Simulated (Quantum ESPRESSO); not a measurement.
FeO:

```
Fe O
1.0
     1.51768    0.87623    2.51579
    -1.51768    0.87623    2.51579
     0.00000   -1.75247    2.51579
Fe O
1 1
Direct
  0.00000 0.00000 0.00000
  0.50000 0.50000 0.50000
```

Base run:

| Quantity | Value |
| --- | --- |
| Program | Quantum ESPRESSO 7.5 |
| Functional | LDA |
| Potentials or basis | PseudoDojo 0.4.1 SR PBEsol standard |
| Cutoff | 1225 eV |
| Density cutoff | 4898 eV |
| k mesh | 8 × 8 × 8 |
| Occupations | gaussian, width 0.05 eV |
| Spin | collinear spin, ferromagnetic start |
| Starting moments | [4.0, 0.0] μB |
| Hubbard terms | Fe d U = 3 eV |

Its results: band gap on the k mesh none (metal or under the smearing width); pressure -13.7 GPa; net moment 4.00 μB per cell; site moments Fe +3.49; O +0.28 μB.

Task: The run is repeated on the same cell with these changes: functional from LDA to PBEsol. What comes out?

Result: Band gap on the k mesh none (metal or under the smearing width); pressure -7.2 GPa; net moment 4.00 μB per cell; site moments Fe +3.52; O +0.26 μB.

PBEsol binds less tightly than LDA, so the same cell stands under more pressure.

Caveats: a cell with one magnetic atom can't hold antiferromagnetic order, which such compounds often take; the potentials were made for another functional, which shifts forces and pressure (some runs).
